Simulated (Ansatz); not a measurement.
## Piezoelectric tensor of BN

These are results of DFT r2SCAN, scalar-relativistic, plane waves, PAW (Ansatz), not measurements. Cutoff 500 eV, 12×12×12 k-points (Γ-centred), fixed occupations. No spin polarisation.

Relaxed structure:
```xyz
2
Lattice="0.0000 3.4779 2.1645 1.2509 0.0000 2.1645 1.2509 3.4779 0.0000" Properties=species:S:1:pos:R:3 pbc="T T T"
B     1.2509    3.4779    0.0003
N     1.2509    3.4779    2.8858
```

The crystal is built of layers and no dispersion correction was added, so the binding between them is poorly described, and with it their spacing and whatever depends on it.

Question: Give the relaxed-ion proper piezoelectric stress tensor e_iJ (C/m², Voigt columns xx yy zz yz xz xy).

Answer:
```
x    0.000  0.000  0.000  0.000 -0.358  0.000
y    0.000  0.000  0.000 -0.039  0.000  0.000
z   -0.355 -0.021  0.368  0.000  0.000  0.000
```
Signs follow the orientation of the cell as given.

This form isn't the usual stable structure of the compound.

Cost: 1 run of about 4.5 core-minutes, on AMD EPYC 9R45 (Zen 5) (shared hosts).